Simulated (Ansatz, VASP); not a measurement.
## InP: VASP beside Ansatz

File INCAR:

```
SYSTEM = InP
  PREC = Accurate
  ENCUT = 520
  EDIFF = 1E-6
  ISMEAR = -1
  SIGMA = 0.03
  LREAL = .False.
  LASPH = .True.
  NELM = 60
  ALGO = Normal
  ISIF = 2
  LWAVE = .False.
  LCHARG = .False.
  GGA = PE
  NBANDS = 16
```

File KPOINTS:

```
regular mesh
0
Gamma
  11 11 11
  0 0 0
```

POSCAR

```
InP
1.0
    0.0000000000      2.8550000000      2.8550000000
    2.8550000000      0.0000000000      2.8550000000
    2.8550000000      2.8550000000      0.0000000000
In P
1 1
Direct
    0.0000000000      0.0000000000      0.0000000000
    0.5000000000      0.5000000000      0.5000000000
```

Input for Ansatz:

```yaml
crystal:
  lattice:
    - [0.0, 2.855, 2.855]
    - [2.855, 0.0, 2.855]
    - [2.855, 2.855, 0.0]
  atoms:
    - { symbol: In, position: [0.0, 0.0, 0.0] }
    - { symbol: P, position: [0.5, 0.5, 0.5] }
kpoints:
  mp_grid: { grid: [11, 11, 11] }
  band_path:
    path:
      - [0.0, 0.0, 0.0]
      - [0.5, 0.0, 0.5]
      - [0.625, 0.25, 0.625]
      - [0.375, 0.375, 0.75]
      - [0.0, 0.0, 0.0]
      - [0.5, 0.5, 0.5]
      - [0.5, 0.25, 0.75]
      - [0.5, 0.0, 0.5]
    npoints: 5
scf:
  occupations: { method: fermi_dirac, width: 0.03 }
hamiltonian:
  xc: pbe
  pseudopotentials:
    kind: all_electron
    lapw: { basis_error: 0.00025 }
    relativity: none
output:
  forces: true
  stress: true
  eigenvalues: true
```

Alike in both runs: task single point; functional PBE; k mesh 11 × 11 × 11; occupations fermi-dirac, width 0.03 eV; no spin polarisation.

```csv
,VASP,Ansatz
version,VASP 6.6.1,Ansatz 0.2.0
potentials or method,"VASP PAW PBE potentials, release 64 (In_d, P)","all-electron LAPW, non-relativistic"
plane-wave cutoff (eV),520,see its input
```

```csv
,VASP,Ansatz,Ansatz less VASP
pressure (GPa),-5.4,-5.5,-0.08
```

Ansatz ran all-electron here, so the differences hold the error of VASP's frozen core and of both bases.
